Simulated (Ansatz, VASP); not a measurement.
# Al: VASP beside Ansatz

```xyz
1
Lattice="0.0000 1.9973 1.9973 1.9973 0.0000 1.9973 1.9973 1.9973 0.0000" Properties=species:S:1:pos:R:3 pbc="T T T"
Al    0.0000    0.0000    0.0000
```

Alike in both runs: functional r2SCAN; k mesh 18 × 18 × 18; occupations fermi-dirac, width 0.15 eV; no spin polarisation.

Ansatz relaxed the structure, and its values are those at the end. VASP's run is a single point on that final structure, the one shown.

```csv
,VASP,Ansatz
version,VASP 6.6.1,Ansatz 0.2.0
potentials or method,"VASP PAW PBE potentials, release 64 (Al)","scalar-relativistic, plane waves, PAW"
plane-wave cutoff (eV),520,500
valence electrons in the cell,3,3
```

Ansatz gave:

```
gap on the k mesh at the Fermi level (eV) : none
pressure (GPa)                            : 0.0
```

Q: Estimate VASP's values.

A: gap on the k mesh at the Fermi level (eV): none; pressure (GPa): -0.3.

A gap of «none» marks a metal or a gap that the smearing closes.

Caveats: the PAW data sets were made with another functional, which shifts forces and pressure a little (VASP).
